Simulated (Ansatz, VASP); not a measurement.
**One calculation of Ru, two programs**

```
CELL_PARAMETERS angstrom
-0.13336 1.90985 1.90985
1.90985 -0.13336 1.90985
1.90985 1.90985 -0.13336
ATOMIC_POSITIONS crystal
Ru 0.00000 0.00000 0.00000
```

Change from the starting cell: equal engineering shear yz, xz and xy -0.0700, equal normal strain along x, y and z +0.0375.

Alike in both runs: task single point; functional PBE; k mesh 20 × 20 × 20; occupations gaussian, width 0.15 eV; no spin polarisation.

```csv
,VASP,Ansatz
version,VASP 6.6.1,Ansatz 0.2.0
potentials or method,"VASP PAW PBE potentials, release 64 (Ru_pv)","scalar-relativistic, plane waves, PAW"
plane-wave cutoff (eV),520,420
valence electrons in the cell,14,16
```

Ansatz gave:

* gap on the k mesh at the Fermi level (eV): none
* pressure (GPa): -22.0
* largest component of the traceless stress (GPa): 11.18

Q: What did VASP give for the same quantities?

A: gap on the k mesh at the Fermi level (eV): none; pressure (GPa): -22.2; largest component of the traceless stress (GPa): 11.15.

A gap of «none» marks a metal or a gap that the smearing closes. The two sets of potentials don't hold the same shells in valence.

Caveats: so large a pressure means that the cell lies far from this level's equilibrium, or that cutoff or potentials fall short (VASP).
